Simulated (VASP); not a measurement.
# ZnS (Wurtzite-2H) (P6_3mc) in VASP: further runs, part 2 of 2

VASP 6.6.1.

## 3. Single point, RPBE+D4

This run uses another cell than the first one, of 20.39 Å³/atom, 1.020 times its volume.

The input, INCAR:

```
SYSTEM = ZnS
  PREC = Accurate
  ENCUT = 520
  EDIFF = 1E-6
  ISMEAR = -1
  SIGMA = 0.05
  LREAL = .FALSE.
  LASPH = .TRUE.
  NELM = 80
  ALGO = Normal
  ISIF = 2
  LWAVE = .FALSE.
  LCHARG = .FALSE.
  GGA = RP
  IVDW = 13
  NBANDS = 26
```

The input, KPOINTS:

```
Automatic mesh
0
G
  8 8 5
  0 0 0
```

The input, POSCAR:

```
ZnS
1.0
    3.8611504880      0.0000000000      0.0000000000
   -1.9305752440      3.3438544104      0.0000000000
    0.0000000000      0.0000000000      6.3160357234
Zn S
2 2
Direct
    0.6666666667      0.3333333333      0.5000000000
    0.3333333333      0.6666666667      0.0000000000
    0.6666666667      0.3333333333      0.8850000000
    0.3333333333      0.6666666667      0.3850000000
```

Potentials or basis: VASP PAW PBE potentials, release 64 (Zn, S).

On the command line:

```
$ cat potpaw_PBE.64/Zn/POTCAR potpaw_PBE.64/S/POTCAR > POTCAR
$ mpirun -np 1 vasp_std > vasp.out
```

It took 26 s on 1 thread of Intel Xeon 6975P-C (Granite Rapids), shared host; peak memory 0.22 GiB.

It converged, with:

- Free energy: -14.6732 eV
- Pressure: -3.4 GPa
- Largest force: 0.281 eV/Å
- Band gap on the k mesh: 2.24 eV, direct
- Dispersion energy per atom: -0.576 eV

Forces in eV/Å, atoms in the order of the input:
```
Zn   0.000  0.000  0.281
Zn   0.000  0.000  0.281
S    0.000  0.000 -0.281
S    0.000  0.000 -0.281
```

Stress tensor (GPa, compression positive):
```
-2.77  0.00  0.00
 0.00 -2.77  0.00
 0.00  0.00 -4.56
```

Levels at points of the mesh, in eV from the valence-band top:
| k point | band 15 | band 16 | band 17 | band 18 | band 19 | band 20 | band 21 | band 22 |
| --- | --- | --- | --- | --- | --- | --- | --- | --- |
| (0.00, 0.00, 0.00) | -0.81 | -0.02 | -0.02 | 0.00 | 2.24 | 3.04 | 6.38 | 6.38 |
| (0.50, 0.00, 0.00) | -2.95 | -2.10 | -1.43 | -0.92 | 3.76 | 4.26 | 5.33 | 7.21 |

Caveat: the PAW data sets were made with another functional, which shifts forces and pressure a little. As with any semilocal functional, this RPBE gap is likely too small.

## 4. Single point, RPBE+D4

This run uses another cell than the first one, of 20.78 Å³/atom, 1.039 times its volume.

The input, INCAR:

```
ALGO     = Normal         # electronic algorithm
EDIFF    = 1E-6           # SCF threshold, eV
ENCUT    = 520            # plane-wave cutoff, eV
GGA      = RP             # functional
ISIF     = 2              # what is computed and relaxed
ISMEAR   = -1             # smearing method
IVDW     = 13             # dispersion correction
LASPH    = T              # aspherical terms in the spheres
LCHARG   = T              # write CHGCAR
LELF     = T              # ELF
LREAL    = F              # projectors in reciprocal space
LVHAR    = T            
LWAVE    = F              # write WAVECAR
NBANDS   = 26             # bands
NELM     = 80             # most SCF steps
PREC     = Accurate       # precision mode
SIGMA    = 0.05           # smearing width, eV
```

The input, KPOINTS:

```
k-points
0
Gamma
  8 8 5
```

The input, POSCAR:

```
ZnS
1.0
    3.8857444663      0.0000000000      0.0000000000
   -1.9428722331      3.3651534204      0.0000000000
    0.0000000000      0.0000000000      6.3562663350
Zn S
2 2
Direct
    0.6666666667      0.3333333333      0.5000000000
    0.3333333333      0.6666666667      0.0000000000
    0.6666666667      0.3333333333      0.8850000000
    0.3333333333      0.6666666667      0.3850000000
```

On the command line:

```
$ cat potpaw_PBE.64/Zn/POTCAR potpaw_PBE.64/S/POTCAR > POTCAR
$ mpirun -np 1 vasp_std > vasp.out
```

It took 29 s on 1 thread of Intel Xeon 6975P-C (Granite Rapids), shared host; peak memory 0.22 GiB.

It converged, with:

```
Free energy                : -14.6352 eV
Pressure                   : -4.4 GPa
Largest force              : 0.260 eV/Å
Band gap on the k mesh     : 2.15 eV, direct
Dispersion energy per atom : -0.563 eV
```

Forces on the atoms (eV/Å):
```
Zn   0.000  0.000  0.260
Zn   0.000  0.000  0.260
S    0.000  0.000 -0.260
S    0.000  0.000 -0.260
```

Stress tensor (GPa, compression positive):
```
-3.92  0.00  0.00
 0.00 -3.92  0.00
 0.00  0.00 -5.47
```

Levels at points of the mesh, in eV from the valence-band top:
```csv
k point,band 14,band 15,band 16,band 17,band 18,band 19,band 20,band 21,band 22,band 23
"(0.00, 0.00, 0.00)",-0.79,-0.79,-0.02,-0.02,0.00,2.15,3.00,6.39,6.39,6.68
"(0.50, 0.00, 0.00)",-3.95,-2.87,-2.04,-1.38,-0.90,3.77,4.20,5.35,7.22,7.27
```

Caveat: the PAW data sets were made with another functional, which shifts forces and pressure a little. Expect the measured gap to be larger: semilocal functionals such as RPBE lack the derivative discontinuity.

## 5. Single point, PBEsol (volume scaled by 1.02)

The input, INCAR:

```
PREC = Accurate ; ENCUT = 520
EDIFF = 1E-6 ; ISMEAR = -1
SIGMA = 0.05 ; LREAL = False
LASPH = True ; NELM = 100
ALGO = Normal ; ISIF = 2
LWAVE = False ; LCHARG = False
GGA = PS ; NBANDS = 26
```

The input, KPOINTS:

```
Automatic mesh
0
Gamma
  8 8 5
```

The input, POSCAR:

```
ZnS
1.0
    3.8362391461      0.0000000000      0.0000000000
   -1.9181195731      3.3222805555      0.0000000000
    0.0000000000      0.0000000000      6.2752859714
Zn S
2 2
Direct
    0.6666666667      0.3333333333      0.5000000000
    0.3333333333      0.6666666667      0.0000000000
    0.6666666667      0.3333333333      0.8850000000
    0.3333333333      0.6666666667      0.3850000000
```

On the command line:

```
$ cat potpaw_PBE.64/Zn/POTCAR potpaw_PBE.64/S/POTCAR > POTCAR
$ mpirun -np 1 vasp_std > vasp.out
```

Run time: 74 s. Hardware: 1 thread of AMD EPYC 7R13 (Zen 3), shared host; peak memory 0.19 GiB.

It converged, with:

- Free energy: -15.1243 eV
- Pressure: -2.5 GPa
- Largest force: 0.286 eV/Å
- Band gap on the k mesh: 2.02 eV, direct

Forces on the atoms (eV/Å):
```
Zn   0.000  0.000  0.286
Zn   0.000  0.000  0.286
S    0.000  0.000 -0.286
S    0.000  0.000 -0.286
```

Stress tensor (GPa, compression positive):
```
-1.97  0.00  0.00
 0.00 -1.97  0.00
 0.00  0.00 -3.54
```

Levels at points of the mesh, in eV from the valence-band top:
| k point | band 14 | band 15 | band 16 | band 17 | band 18 | band 19 | band 20 | band 21 | band 22 | band 23 |
| --- | --- | --- | --- | --- | --- | --- | --- | --- | --- | --- |
| (0.00, 0.00, 0.00) | -0.85 | -0.85 | -0.02 | -0.02 | 0.00 | 2.02 | 2.84 | 6.22 | 6.22 | 6.53 |
| (0.50, 0.00, 0.00) | -4.19 | -3.12 | -2.22 | -1.54 | -0.97 | 3.50 | 4.12 | 5.06 | 7.05 | 7.25 |

Caveat: the cell differs from its parent crystal (volume scaled by 1.02); the PAW data sets were made with another functional, which shifts forces and pressure a little.

## 6. Single point, PBE-based screened hybrid

This run uses another cell than the first one, of 19.60 Å³/atom, 0.980 times its volume.

The input, POSCAR:

```
ZnS
1.0
    3.8110000000      0.0000000000      0.0000000000
   -1.9055000000      3.3004228138      0.0000000000
    0.0000000000      0.0000000000      6.2340000000
Zn S
2 2
Direct
    0.6666666667      0.3333333333      0.5000000000
    0.3333333333      0.6666666667      0.0000000000
    0.6666666667      0.3333333333      0.8850000000
    0.3333333333      0.6666666667      0.3850000000
```

The input, INCAR.step1:

```
  PREC = Accurate
  ENCUT = 520
  EDIFF = 1E-5
  ISMEAR = -1
  SIGMA = 0.05
  LREAL = False
  LASPH = True
  NELM = 80
  ALGO = Normal
  ISIF = 2
  LWAVE = True
  LCHARG = False
  NBANDS = 26
  GGA = PE
  LUSENCCL = False
```

The input, INCAR.step2:

```
  PREC = Accurate
  ENCUT = 520
  EDIFF = 1E-6
  ISMEAR = -1
  SIGMA = 0.05
  LREAL = False
  LASPH = True
  NELM = 80
  ALGO = Normal
  ISIF = 2
  LWAVE = False
  LCHARG = False
  GGA = PE
  LHFCALC = True
  AEXX = 0.05
  HFSCREEN = 0.2
  PRECFOCK = Normal
  NBANDS = 26
  ISTART = 1
  LUSENCCL = False
```

The input, KPOINTS:

```
regular mesh
0
Gamma
  4 4 3
```

Potentials or basis: VASP PAW PBE potentials, release 64 (Zn, S).

On the command line:

```
$ cat potpaw_PBE.64/Zn/POTCAR potpaw_PBE.64/S/POTCAR > POTCAR
$ cp INCAR.step1 INCAR
$ mpirun -np 1 vasp_std > vasp.out
$ cp INCAR.step2 INCAR
$ mpirun -np 1 vasp_std > vasp.out
```

Run time: 9.2 min. Hardware: 1 × NVIDIA H100 80GB with 1 thread of AMD EPYC 7R13 (Zen 3), shared host; peak memory 1.2 GiB.

Results (log left out):

* Free energy: -14.1956 eV
* Pressure: 2.5 GPa
* Largest force: 0.337 eV/Å
* Band gap on the k mesh: 2.49 eV, direct

Forces in eV/Å, atoms in the order of the input:
```
Zn   0.000  0.000  0.337
Zn   0.000  0.000  0.337
S    0.000  0.000 -0.337
S    0.000  0.000 -0.337
```

Stress tensor (GPa, compression positive):
```
3.30 0.00 0.00
0.00 3.30 0.00
0.00 0.00 0.82
```

Levels at points of the mesh, in eV from the valence-band top:
```tsv
k point	band 16	band 17	band 18	band 19	band 20	band 21
(0.00, 0.00, 0.00)	-0.02	-0.02	0.00	2.49	3.23	6.55
(0.50, 0.00, 0.00)	-2.29	-1.59	-1.00	3.83	4.52	5.39
```

Caveat: the k points lie up to 0.48 Å⁻¹ apart; the PAW data sets were made with another functional, which shifts forces and pressure a little.

## 7. The runs side by side

| level | cell | k mesh | grid for exact exchange (PRECFOCK) | share of exact exchange | screening parameter | gap on the mesh (eV) | pressure (GPa) | largest force (eV/Å) |
| --- | --- | --- | --- | --- | --- | --- | --- | --- |
| RPBE+D4 | a = 3.836, b = 3.836, c = 6.275 Å, angles 90.0, 90.0, 120.0°, 4 atoms | 8 × 8 × 5 | - | - | - | 2.33 | -2.2 | 0.30 |
| RPBE+D4 | a = 3.861, b = 3.861, c = 6.316 Å, angles 90.0, 90.0, 120.0°, 4 atoms | 8 × 8 × 5 | - | - | - | 2.24 | -3.4 | 0.28 |
| RPBE+D4 | a = 3.886, b = 3.886, c = 6.356 Å, angles 90.0, 90.0, 120.0°, 4 atoms | 8 × 8 × 5 | - | - | - | 2.15 | -4.4 | 0.26 |
| PBEsol | a = 3.836, b = 3.836, c = 6.275 Å, angles 90.0, 90.0, 120.0°, 4 atoms | 8 × 8 × 5 | - | - | - | 2.02 | -2.5 | 0.29 |
| PBE-based screened hybrid | a = 3.811, b = 3.811, c = 6.234 Å, angles 90.0, 90.0, 120.0°, 4 atoms | 4 × 4 × 3 | Normal | 0.05 | 0.2 1/Å | 2.49 | 2.5 | 0.34 |

Alike in all rows: task single point; potentials or basis VASP PAW PBE potentials, release 64 (Zn, S); no spin polarisation; cutoff (eV) 520; smearing fermi-dirac 0.05 eV.

Caveats: some runs use coarse meshes; the PAW data sets were made with another functional, which shifts forces and pressure a little.

Absolute energies hang on the potentials; compare differences alone.

## 8. Comparison with measurements

Step 2. Against the measured gap of ZnS, 3.911 eV (direct; 4 K; a printed reference work, monograph), the calculated 2.33 eV is off by -1.58 eV. The value is that of RPBE+D4, without temperature or zero-point motion. Semilocal functionals fall short of measured gaps as a rule.
